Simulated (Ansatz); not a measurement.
Ti:

```
Ti
1.0
     2.95000    0.00000    0.00000
    -1.47500    2.55477    0.00000
     0.00000    0.00000    4.68000
Ti
2
Cartesian
  1.4750 0.8516 3.5100
  0.0000 1.7032 1.1700
```

```yaml
Program: Ansatz 0.2.0
Task: single point
Functional: PBE
Potentials_or_basis: all-electron LAPW, scalar-relativistic
Cutoff: 220 eV (chosen from the basis error)
Basis_error_allowed: 0.001 eV/atom
k_mesh: 10 × 10 × 6
Occupations: fermi-dirac, width 0.05 eV
Spin: no spin polarisation
```

On this cell: pressure -1.5 GPa; largest force under 0.003 eV/Å; band gap on the k mesh none (metal or under the smearing width).

The same run follows on a disturbed copy (atoms moved at random, drawn with an rms of 0.05 Å):

```
Ti
1.0
     2.95000    0.00000    0.00000
    -1.47500    2.55477    0.00000
     0.00000    0.00000    4.68000
Ti
2
Direct
  0.68616 0.32688 0.74849
  0.33797 0.67291 0.24873
```

Task: What does the disturbed cell give?

Result: The energy (extrapolated to zero smearing) moves by +2.1 meV/atom; pressure -1.5 GPa; largest force 0.107 eV/Å; band gap on the k mesh none (metal or under the smearing width).

Forces in eV/Å, atoms in the order of the input:
```
Ti  -0.095  0.049  0.003
Ti   0.095 -0.049 -0.003
```

Stress tensor (GPa, compression positive):
```
-1.75  0.71  0.00
 0.71 -1.02  0.00
 0.00  0.00 -1.69
```
